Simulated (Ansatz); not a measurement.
## Field gradients at the nuclei in ZnS under strain

The cell is a COD entry, relaxed with PBE at fixed cell and then changed (z compressed by 3 %, ions relaxed).

```
CELL_PARAMETERS angstrom
1.91500 1.10563 15.15786
-1.91500 1.10563 15.15786
0.00000 -2.21125 15.15786
ATOMIC_POSITIONS crystal
Zn 0.99966 0.99966 0.99966
Zn 0.73290 0.73290 0.73290
Zn 0.46615 0.46615 0.46615
Zn 0.86621 0.86621 0.86621
Zn 0.59960 0.59960 0.59960
S 0.05054 0.05054 0.05054
S 0.78368 0.78368 0.78368
S 0.51704 0.51704 0.51704
S 0.91709 0.91709 0.91709
S 0.65048 0.65048 0.65048
```

Sites (sets of like atoms) are named by element and the number of their first atom in this list.

Level of theory: DFT, PBE, plane waves and PAW, scalar-relativistic, 420 eV cutoff, Γ-centred 13×13×13 k-points, Fermi–Dirac smearing 0.02 eV (Ansatz 0.2.0).

V_zz is the principal component of the electric field gradient with the largest magnitude, η = (V_xx − V_yy)/V_zz and C_Q = eQV_zz/h.

⁶⁷Zn: I = 5/2, Q = 122.0 mb; ³³S: I = 3/2, Q = -69.40 mb. Quadrupole moments are those of Pyykkö's year-2017 table.

```json
{"site": "Zn1", "atoms (order as listed)": "1", "first shell": "4 S at 2.31–2.33 Å", "V_zz (10²¹ V/m²)": "-0.18", "η": "0.00", "C_Q (MHz)": "-0.543"}
{"site": "Zn2", "atoms (order as listed)": "2", "first shell": "4 S at 2.31–2.32 Å", "V_zz (10²¹ V/m²)": "-0.028", "η": "0.00", "C_Q (MHz)": "-0.081"}
{"site": "Zn3", "atoms (order as listed)": "3", "first shell": "4 S at 2.31–2.33 Å", "V_zz (10²¹ V/m²)": "-0.18", "η": "0.00", "C_Q (MHz)": "-0.535"}
{"site": "Zn4", "atoms (order as listed)": "4, 5", "first shell": "4 S at 2.31–2.33 Å", "V_zz (10²¹ V/m²)": "-0.15", "η": "0.00", "C_Q (MHz)": "-0.440"}
{"site": "S6", "atoms (order as listed)": "6", "first shell": "4 Zn at 2.31–2.32 Å", "V_zz (10²¹ V/m²)": "-0.97", "η": "0.00", "C_Q (MHz)": "1.62"}
{"site": "S7", "atoms (order as listed)": "7", "first shell": "4 Zn at 2.31–2.33 Å", "V_zz (10²¹ V/m²)": "-1.12", "η": "0.00", "C_Q (MHz)": "1.87"}
{"site": "S8", "atoms (order as listed)": "8", "first shell": "4 Zn at 2.31–2.33 Å", "V_zz (10²¹ V/m²)": "-0.87", "η": "0.00", "C_Q (MHz)": "1.46"}
{"site": "S9", "atoms (order as listed)": "9", "first shell": "4 Zn at 2.31–2.33 Å", "V_zz (10²¹ V/m²)": "-0.86", "η": "0.00", "C_Q (MHz)": "1.45"}
{"site": "S10", "atoms (order as listed)": "10", "first shell": "4 Zn at 2.31–2.33 Å", "V_zz (10²¹ V/m²)": "-0.86", "η": "0.00", "C_Q (MHz)": "1.44"}
```

An axis of threefold or higher order runs through Zn1, Zn2, Zn3, Zn4, S6 and S7 and others, so V_zz lies along it and η is zero.
